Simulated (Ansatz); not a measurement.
The system is AlNi.

```xyz
2
Lattice="1.9387 -1.9532 0.0000 1.9387 1.9532 0.0000 0.0000 0.0000 3.0994" Properties=species:S:1:pos:R:3 pbc="T T T"
Ni    1.9387    0.0000    1.5497
Al    0.0000    0.0000    0.0000
```

The cell comes from a database or a generator and needn't be the stable form of this composition.

Base run:

```yaml
Program: Ansatz 0.2.0
Functional: PBEsol
Potentials_or_basis: Ansatz PAW
Cutoff: "420 eV (not typed: the program's choice for these potentials)"
k_mesh: 8 × 8 × 7
Occupations: fermi-dirac, width 0.05 eV
Spin: collinear spin, ferromagnetic start
Starting_moments: "[1.5, 0.0] μB"
Fixed_moment: 1.5 μB
```

Its results: pressure 11.3 GPa; site moments Ni +1.01; Al +0.17 μB.

Question: The run is repeated on the same cell with these changes: fixed moment from 1.5 μB to 2 μB; moments at the start from [1.5, 0.0] to [2.0, 0.0]. What comes out?

Answer: Pressure 19.2 GPa; site moments Ni +1.30; Al +0.24 μB.

Caveats: the total moment is fixed, so each spin has its own Fermi level; the PAW data sets come from PBE, with cores solved anew for the run's functional, which leaves a small shift of forces and pressure; the thresholds are loose for stress.
